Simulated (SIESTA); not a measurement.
## ZrC in SIESTA: the effect of functional

Crystal: ZrC.

```
CELL_PARAMETERS angstrom
0.00000 2.36500 2.36500
2.36500 0.00000 2.36500
2.36500 2.36500 0.00000
ATOMIC_POSITIONS crystal
Zr 0.50000 0.50000 0.50000
C 0.00000 0.00000 0.00000
```

Alike in all runs:

| Quantity | Value |
| --- | --- |
| Program | SIESTA 5.4.2 |
| Task | band structure |
| Basis | DZP (energy shift 0.003 Ry; two zetas on semicore shells) |
| Grid cutoff | 800 Ry |
| Energy shift | 0.003 Ry |
| k mesh | 10 × 10 × 10 |
| Occupations | fermi-dirac, width 0.05 eV |
| Spin | no spin polarisation |

Task: One run gave: pressure -7.0 GPa. Which functional did it use?
A. RPBE
B. BLYP
C. WC
D. PW91
E. AM05

Result: E.

```tsv
functional	potentials or basis	pressure (GPa)
LDA	PseudoDojo 0.4 standard (LDA files)	-10.3
PBEsol	PseudoDojo 0.4 standard (PBEsol files)	-6.4
AM05	PseudoDojo 0.4 standard (PBEsol files)	-7.0
WC	PseudoDojo 0.4 standard (PBEsol files)	-5.7
PBE	PseudoDojo 0.4 standard (PBE files)	-0.9
PW91	PseudoDojo 0.4 standard (PBE files)	-0.9
revPBE	PseudoDojo 0.4 standard (PBE files)	0.9
RPBE	PseudoDojo 0.4 standard (PBE files)	1.6
BLYP	PseudoDojo 0.4 standard (PBE files)	6.7
```

Caveats: the basis of atomic orbitals isn't converged, which shifts pressures, moduli and gaps; the potentials were made for another functional, which shifts forces and pressure (some runs).
